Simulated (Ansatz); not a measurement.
The geometry is COD entry 1010990, unchecked; take it as a test cell. The listed cell was then made from it by scaling, straining or moving an atom.

An input for LiF: DFT, LDA, PAW with Ansatz's default frozen-core files, scalar-relativistic (Ansatz 0.2.0). The PAW files were made with PBE; their cores are remade for this functional.

Command: `ansatz run input.yaml --threads 1 --pin off --max-ram 3072MiB --backend cpu --events-out ev --progress --plain --runs-dir out` The run took 1.4 s on 1 thread of Arm Neoverse V2, on a shared host, peak memory 0.28 GiB.

```yaml
crystal:
  lattice:
    - [0.0, 2.07442, 2.014]
    - [2.07442, 0.0, 2.014]
    - [2.07442, 2.07442, 0.0]
  atoms:
    - { symbol: Li, position: [0.0, 0.0, 0.0] }
    - { symbol: F, position: [0.5, 0.5, 0.5] }
kpoints:
  mp_grid: { grid: [10, 10, 10] }
scf:
  occupations: { method: fermi_dirac, width: 0.03 }
hamiltonian:
  xc: lda
  pseudopotentials: { kind: paw }
output:
  forces: true
  stress: true
  eigenvalues: true
  efg: { contact_densities: true }
```

The results part of the log:

```
SCF 1 converged in 6 iterations: F = -998.615268 eV  dr2 = 6.24e-11
  greatest PAW one-centre occupation: 1.000 electrons in one spin orbital (limit 2), on the Li atom at site 0 (counted from 0), in its partial waves of l = 0
SCF converged after 6 iterations
Free energy (F): -998.615268 eV
Harris-Foulkes:  -998.615268 eV  (|F-HF|=2.17e-11)
Internal energy: -998.615268 eV  (E = F + TS)
E sigma→0 (E₀):  -998.615268 eV
Fermi energy:    4.340770 eV
--- Per-component energies (eV) ---
  E_band       = -122.986533
  E_kinetic    = 227.792072
  E_local      = -656.255585  (includes V_loc(G=0)·N_el)
  E_nonlocal   = 42.757668
  E_hartree    = 228.530636
  E_xc         = -89.334683
  E_vxc        = -115.759231  (∫ρ·V_xc dr)
  E_paw        = -206.087042  (= ΣΔE_a)
  E_vpaw       = -78.585010  (= ΣTr[D̂ρ^β])
  E_aug_tail   = 0.002108  (compensation charges beyond the density's cutoff)
  E_ewald      = -546.133695
  E_core_change = 0.113252  (= ΣΔE_core)
  E_smearing   = -0.000000  (= −TS)
  E_closure    = 0.000000  (closes the sum)
  Σ components = -998.615268   (vs F -998.615268, Δ=0.00e0)
--- Forces (eV/Å), atoms counted from 1 ---
  atom   1  Li    -0.00000000     0.00000000    -0.00000000
  atom   2  F      0.00000000    -0.00000000     0.00000000
  max |Σ_I F_I| component: 2.50e-29 eV/Å
--- Stress (GPa, compression-positive) ---
       -9.715630       0.000000       0.000000
        0.000000      -9.715630       0.000000
        0.000000       0.000000      -8.597071
  P = ⅓ Tr σ = -9.3428 GPa (-93.428 kbar)
--- PAW observables at the nuclei: V_zz in 10²¹ V/m², potentials from the cell's mean, atoms counted from 1 ---
  atom   1  Li V_zz =    -0.036035   η = 0.0000   by run symmetry: allowed
            electrostatic potential = -164.883016 V   contact ρ = 91.247398 e/Å³
  atom   2  F  V_zz =    -0.055545   η = 0.0000   by run symmetry: allowed
            electrostatic potential = -734.013874 V   contact ρ = 3083.665142 e/Å³
--- Band table (eV; the first three rows and the last of 102) ---
  k-point 0: bands = ["-39.7075", "-19.3026", "0.0703", "0.1460", "0.1460", "8.4524", "22.6256", "22.6256", "23.2658"]
  k-point 1: bands = ["-39.7024", "-19.2667", "-0.1613", "0.0845", "0.1198", "8.7409", "20.4000", "21.5009", "21.9598"]
  k-point 2: bands = ["-39.6890", "-19.1703", "-0.8168", "0.0394", "0.0523", "9.3899", "18.0068", "20.0624", "20.5772"]
  k-point 101: bands = ["-39.6364", "-18.6360", "-2.7184", "-0.8734", "-0.8734", "14.3641", "15.6543", "16.6313", "18.9576"]
```
